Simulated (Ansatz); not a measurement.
SiC: zone-centre modes

These are results of DFT PBE, scalar-relativistic, plane waves, PAW (Ansatz), not measurements. Settings: 420 eV plane-wave cutoff, Γ-centred 12×12×6 mesh, fixed occupations. No spin polarisation. Phonons by linear response, acoustic sum rule imposed.

Relaxed structure:
```xyz
4
Lattice="3.0920 0.0000 0.0000 -1.5460 2.6777 0.0000 0.0000 0.0000 5.0743" Properties=species:S:1:pos:R:3 pbc="T T T"
Si    0.0000    1.7852    0.0232
Si    1.5460    0.8926    2.5604
C     0.0000    1.7852    1.9304
C     1.5460    0.8926    4.4675
```

Task: Give the high-frequency dielectric tensor ε∞.

Result:
```
6.96 0.00 0.00
0.00 6.96 0.00
0.00 0.00 7.32
```

Task: Give the Born effective charges.

Result:
| atom | Z*xx | Z*yy | Z*zz | mean |
| --- | --- | --- | --- | --- |
| Si (atom 1) | 2.66 | 2.66 | 2.86 | 2.73 |
| C (atom 3) | -2.66 | -2.66 | -2.86 | -2.73 |

Task: How large is the static dielectric tensor with the ions free to move, and what share of it is ionic?

Result:
```
10.2  0.0  0.0
 0.0 10.2  0.0
 0.0  0.0 11.4
```
The ions give 33 % of its trace.

Cost: 1 run of about 10 core-minutes, on Intel Xeon Platinum 8259CL (Skylake/Cascade Lake) (shared hosts).